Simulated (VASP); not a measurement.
# PbS, band structure: which settings are enough?

PbS, R3m (no. 160), 2 atoms in the cell. RevPBE; PAW potentials Pb_d, S (PBE set). VASP 6.6.1.

Wanted: band energies at the path's corners within 0.02 eV; smallest gap over path and mesh within 0.01 eV.

What the run is for: bands; Accuracy asked: standard; Route: fixed density (ICHARG 11).

Band energies at the path's corners: counted from the valence top.

POSCAR:
```
PbS
1.0
    2.1126617058      1.2197458045      3.4519162518
   -2.1126617058      1.2197458045      3.4519162518
    0.0000000000     -2.4394916091      3.4519162518
Pb S
1 1
Direct
    0.9805657800      0.9805657800      0.9805657800
    0.4750355500      0.4750355500      0.4750355500
```

The series start from Plane-wave cutoff (eV): 300; k-point mesh: 5 × 5 × 5; k points a path segment: 12; Electronic threshold (eV): 1e-6; Precision mode (PREC): Accurate; Bands in all (NBANDS): 22; Aspherical gradient terms in the spheres (LASPH): yes. Each series keeps the choices made before it, and each single choice may use up half of a tolerance. Times cover all steps of a run.

## Plane-wave cutoff (eV)

| Plane-wave cutoff (eV) | Band energies at the path's corners, largest deviation (eV) | Smallest gap over path and mesh (eV) | Time (s) |
|---|---|---|---|
| 210 | 0.035 | 0.537 | 12 |
| 260 | 0.013 | 0.531 | 14 |
| 300 | 0.007 | 0.532 | 15 |
| 340 | 0.002 | 0.532 | 25 |
| 420 | 0.001 | 0.531 | 27 |
| 520 (reference) | 0.000 | 0.531 | 30 |

Chosen: 300, the loosest value from which every tighter one stays within half of the tolerance.

## k-point mesh

| k-point mesh | Band energies at the path's corners, largest deviation (eV) | Smallest gap over path and mesh (eV) | Time (s) |
|---|---|---|---|
| 2 × 2 × 2 | 0.311 | 0.329 | 11 |
| 3 × 3 × 3 | 0.018 | 0.540 | 11 |
| 4 × 4 × 4 | 0.004 | 0.530 | 12 |
| 5 × 5 × 5 | 0.004 | 0.532 | 15 |
| 7 × 7 × 7 | 0.001 | 0.531 | 16 |
| 8 × 8 × 8 (reference) | 0.000 | 0.531 | 19 |

Chosen: 4 × 4 × 4.

## Electronic threshold (eV)

| Electronic threshold (eV) | Band energies at the path's corners, largest deviation (eV) | Smallest gap over path and mesh (eV) | Time (s) |
|---|---|---|---|
| 0.001 | 0.009 | 0.515 | 6.2 |
| 0.0001 | 0.001 | 0.529 | 8.0 |
| 1e-5 | 0.001 | 0.529 | 7.8 |
| 1e-6 | 0.000 | 0.530 | 7.6 |
| 1e-7 (reference) | 0.000 | 0.530 | 8.6 |

Chosen: 0.0001.

## Precision mode (PREC)

| Precision mode (PREC) | Band energies at the path's corners, largest deviation (eV) | Smallest gap over path and mesh (eV) | Time (s) |
|---|---|---|---|
| SingleN | 0.001 | 0.529 | 5.5 |
| Normal | 0.000 | 0.529 | 6.0 |
| Accurate (reference) | 0.000 | 0.529 | 8.0 |

Chosen: SingleN.

## Bands in all (NBANDS)

| Bands in all (NBANDS) | Band energies at the path's corners, largest deviation (eV) | Smallest gap over path and mesh (eV) | Time (s) |
|---|---|---|---|
| 12 | 0.087 | 0.529 | 4.2 |
| 13 | 0.042 | 0.529 | 4.0 |
| 14 | 0.000 | 0.529 | 4.2 |
| 16 | 0.000 | 0.529 | 5.2 |
| 22 | 0.000 | 0.529 | 5.5 |
| 32 (reference) | 0.000 | 0.529 | 8.0 |

Chosen: 14.

## Aspherical gradient terms in the spheres (LASPH)

| Aspherical gradient terms in the spheres (LASPH) | Band energies at the path's corners, largest deviation (eV) | Smallest gap over path and mesh (eV) | Time (s) |
|---|---|---|---|
| yes | 0.000 | 0.529 | 4.2 |
| no | 0.000 | 0.529 | 3.9 |

Chosen: yes; no other choice that stays within half of the tolerance saves 30 % of the time.

Also changed on the way, by series that aren't shown: k points a path segment: 5.

## All choices together

| Input | Band energies at the path's corners, largest deviation (eV) | Smallest gap over path and mesh (eV) | Time (s) |
|---|---|---|---|
| the program's defaults (naive) | 0.009 | 0.528 | 8.8 |
| chosen settings | 0.004 | 0.529 | 4.2 |
| reference settings throughout | 0.000 | 0.530 | 117 |

The tolerance is met.

## The input

INCAR.step1:
```
SYSTEM = PbS
  GGA = RE
  ISMEAR = 0
  SIGMA = 0.03
  LWAVE = .False.
  LCHARG = .True.
  NBANDS = 14
  PREC = SingleN
  LASPH = .True.
  LREAL = .False.
  ALGO = Normal
  EDIFF = 1E-4
  NELM = 120
  GGA_COMPAT = .False.
  ENCUT = 300
  EFERMI = MIDGAP
```

INCAR.step2, as INCAR.step1 but for:
```
- LCHARG = .True.
+ LCHARG = .False.
+ ICHARG = 11
```

KPOINTS.step1:
```
Automatic mesh
0
Gamma
  4 4 4
  0 0 0
```

KPOINTS.step2:
```
path GLB1,BZGX,QFP1Z,LP
5
line-mode
reciprocal
 0.0000000000  0.0000000000  0.0000000000  G
 0.5000000000  0.0000000000  0.0000000000  L

 0.5000000000  0.0000000000  0.0000000000  L
 0.5000000000  0.2499056766 -0.2499056766  B1

 0.7500943234  0.5000000000  0.2499056766  B
 0.5000000000  0.5000000000  0.5000000000  Z

 0.5000000000  0.5000000000  0.5000000000  Z
 0.0000000000  0.0000000000  0.0000000000  G

 0.0000000000  0.0000000000  0.0000000000  G
 0.3749528383  0.0000000000 -0.3749528383  X

 0.6250471617  0.3749528383  0.0000000000  Q
 0.5000000000  0.5000000000  0.0000000000  F

 0.5000000000  0.5000000000  0.0000000000  F
 0.6250471617  0.6250471617  0.2499056766  P1

 0.6250471617  0.6250471617  0.2499056766  P1
 0.5000000000  0.5000000000  0.5000000000  Z

 0.5000000000  0.0000000000  0.0000000000  L
 0.7500943234  0.3749528383  0.3749528383  P
```

Commands (each step's output is kept before the next begins):
```
cat potpaw_PBE.64/Pb_d/POTCAR potpaw_PBE.64/S/POTCAR > POTCAR
cp INCAR.step1 INCAR
cp KPOINTS.step1 KPOINTS
mpirun -np 1 vasp_std > vasp.out
cp INCAR.step2 INCAR
cp KPOINTS.step2 KPOINTS
mpirun -np 1 vasp_std > vasp.out
```

The naive input happens to agree within the tolerance here, in 8.8 s.

Limits: revPBE gaps are mostly well below measured ones; spin-orbit coupling is off, though it shifts bands of the heavy elements by a tenth of an eV or more.

The chosen input took VASP 6.6.1 4.2 s on 1 core (Intel Xeon 6975P-C (Granite Rapids)), a shared host.

## An input that fails: tetrahedra on too few k points

VASP's message: IBZKPT: tetrahedron method fails for NKPT<4. NKPT = 1.

k mesh: 5 × 5 × 5 becomes 1 × 1 × 1.

Changes against the starting input:
```
- ISMEAR = 0
- NELM = 120
+ ISMEAR = -5
+ NELM = 82
```
